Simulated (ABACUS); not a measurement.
## SnO in ABACUS: convergence with radial spacing of the orbitals

Input of the first run (radial spacing of the orbitals 0.08 bohr); the others differ in this setting and in those tied to it:

The input INPUT:

```
INPUT_PARAMETERS
suffix              SnO
calculation         scf
basis_type          lcao
pseudo_dir          ./
orbital_dir         ./
symmetry            1
dft_functional      pbesol
ecutwfc             103
pseudo_rcut         10
nspin               1
nbands              34
ks_solver           genelpa
smearing_method     mp
smearing_sigma      0.00734986
scf_thr             1e-07
scf_nmax            100
mixing_type         broyden
mixing_beta         0.7
cal_force           1
cal_stress          1
out_mul             1
lcao_dr             0.08
```

STRU

```
ATOMIC_SPECIES
Sn 118.7100 Sn.upf
O 15.9990 O.upf

NUMERICAL_ORBITAL
Sn_confined-atom_8au_3s3p2d.orb
O_confined-atom_6au_2s2p1d.orb

LATTICE_CONSTANT
1.8897261246

LATTICE_VECTORS
3.8136952200 0.0000000000 0.0000000000
0.0000000000 3.8136952200 0.0000000000
0.0000000000 0.0000000000 4.8869133000

ATOMIC_POSITIONS
Direct

Sn
0.0
2
0.5000000000 0.0000000000 0.7646261400 1 1 1
0.0000000000 0.5000000000 0.2353738600 1 1 1

O
0.0
2
0.0000000000 0.0000000000 0.0000000000 1 1 1
0.5000000000 0.5000000000 0.0000000000 1 1 1
```

The input KPT:

```
K_POINTS
0
Gamma
6 6 6 0 0 0
```

Potentials or basis: PseudoDojo NC SR 0.4 PBEsol stringent, DZP LCAO (the cutoffs set its grid).

The run is started by

```console
$ OMP_NUM_THREADS=1 mpirun -np 4 abacus > log
```

The cell is a database's computed one.

Hardware: 4 MPI ranks on AMD EPYC 7B13 (Zen 3) (shared host).

| radial spacing of the orbitals | energy less the tightest run, at zero smearing (meV/atom) | SCF cycles | CPU time (s) |
| --- | --- | --- | --- |
| 0.08 bohr | 0.00 | 11 | 34 |
| 0.04 bohr | 0.00 | 11 | 33 |
| 0.02 bohr | 0.00 | 11 | 34 |
| 0.01 bohr | 0.00 | 11 | 34 |
| 0.005 bohr | 0.00 | 11 | 34 |

Against the tightest run, the energy stays within 1 meV/atom from 0.08 bohr on. The tightest run that finished is the yardstick and may itself not be fully converged.

Caveat, for the tightest run too: the atomic orbitals were generated for these runs and aren't a published set.
